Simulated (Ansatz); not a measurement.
# AlNi (AlNi (110), 3 layers): how the settings move a single-point run

Question: which choices in the input matter for AlNi (AlNi (110), 3 layers)?

Method: reference: DFT, PBE, PAW with Ansatz's default frozen-core files, scalar-relativistic, in Ansatz 0.2.0.

## Step 1: The starting structure

It takes space group Pmmm (No. 47, orthorhombic). The conventional cell has a = 2.894 Å, b = 4.092 Å, c = 20.092 Å, α = 90.00°, β = 90.00°, γ = 90.00°. Ni (site symmetry mm2) has 6 Al at 2.51 Å as nearest neighbours. Al (site symmetry mm2) is surrounded by 6 Ni at 2.51 Å. Ni (site symmetry mmm) is surrounded by 8 Al at 2.51 Å. Around Al (site symmetry mmm) lie 8 Ni at 2.51 Å.

As a file:

```
CELL_PARAMETERS angstrom
2.89357 0.00000 0.00000
0.00000 4.09213 0.00000
0.00000 0.00000 20.09210
ATOMIC_POSITIONS crystal
Ni 0.75000 0.25000 0.39817
Al 0.25000 0.75000 0.39817
Ni 0.75000 0.75000 0.50000
Al 0.25000 0.25000 0.50000
Ni 0.75000 0.25000 0.60183
Al 0.25000 0.75000 0.60183
```

## Step 2: The reference run

File input.yaml:

```yaml
crystal:
  lattice:
    - [2.8935740684, 0.0, 0.0]
    - [0.0, 4.0921316912, 0.0]
    - [0.0, 0.0, 20.0921]
  atoms:
    - { symbol: Ni, position: [0.75, 0.25, 0.3981656549] }
    - { symbol: Al, position: [0.25, 0.75, 0.3981656549] }
    - { symbol: Ni, position: [0.75, 0.75, 0.5] }
    - { symbol: Al, position: [0.25, 0.25, 0.5] }
    - { symbol: Ni, position: [0.75, 0.25, 0.6018343451] }
    - { symbol: Al, position: [0.25, 0.75, 0.6018343451] }
kpoints:
  mp_grid: { grid: [13, 9, 1] }
scf:
  occupations: { method: fermi_dirac, width: 0.1 }
hamiltonian:
  xc: pbe
  pseudopotentials: { kind: paw }
output:
  forces: true
  stress: true
  eigenvalues: true
  populations: true
efield:
  axis: 3
  amplitude: 0
  dipole_correction: true
```

Command:

```console
> ansatz run input.yaml --threads 3 --pin off --max-ram 9216MiB --backend cpu --events-out ev --progress --plain --runs-dir out
```

## Step 3: Changed: preconditioner kerker, accuracy low

input.yaml: that of step 2 with these lines changed.

```diff
@@ -16,2 +16,3 @@
   occupations: { method: fermi_dirac, width: 0.1 }
+  mixing: { preconditioner: kerker }
 hamiltonian:
@@ -28 +29,2 @@
   dipole_correction: true
+accuracy: low
```

**Question.** What will these runs give? Wanted: for each run, ending; energy change; gap; force.

As calculated:

```
                                   run     ending  energy change  gap (eV)  force (eV/Å)  cycles  time
                             reference  converged              0      0.00          0.64       8  10 s
1: preconditioner kerker, accuracy low  converged   0.0 meV/atom      0.00          0.64      26  20 s
```

Residual by cycle in the longest SCF loop of each run; runs are numbered as in the table. The quantity is the density residual dr2, in eV.

```
cycle  reference   run 1
    1     0.0702  0.0702
    3    0.00817  0.0845
    6     2.8e-5  4.0e-4
    8     9.7e-8  5.5e-4
   10          -  1.5e-4
   12          -  5.9e-5
   15          -  6.3e-6
   17          -  4.1e-6
   19          -  3.6e-6
   21          -  4.7e-6
   24          -  3.7e-7
   26          -  2.5e-8
```

What this shows: With the changed mixing the energy agrees within 0.5 meV/atom. Cost: 26 SCF cycles against 8, 20 s against 10 s.
